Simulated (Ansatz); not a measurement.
MgS: changes ranked by their effect on the gap on the k mesh

```
CELL_PARAMETERS angstrom
0.00000 2.60165 2.60165
2.60165 0.00000 2.60165
2.60165 2.60165 0.00000
ATOMIC_POSITIONS crystal
Mg 0.00000 0.00000 0.00000
S 0.50000 0.50000 0.50000
```

Atoms are numbered in the order listed.

The cell is COD entry 9008672, as deposited and not checked against the literature; nothing was relaxed.

Theory: DFT, PBE, all-electron LAPW, scalar-relativistic in Ansatz 0.2.0.

The runs use a Γ-centred 10×10×10 k mesh, Fermi–Dirac smearing of 0.03 eV, basis error target 0.25 meV/atom, no spin polarisation.

Semilocal functionals give too small gaps.

In this reference run the gap on the k mesh is 2.79 eV. Each change below is made alone, on the same k mesh, with fractional coordinates held unless an atom is moved; x, y and z are the Cartesian axes.

(1) Order the changes by the shift of the gap on the k mesh, most negative first.
A. x and y strained by -3 %, z held
B. volume scaled by 1.025
C. volume scaled by 0.975
D. volume scaled by 0.95
E. volume scaled by 1.05
F. z strained by +4 % at fixed volume

Answers

(1) F (-0.22 eV), E (-0.11 eV), B (-0.05 eV), A (0.00 eV), C (+0.05 eV), D (+0.11 eV).
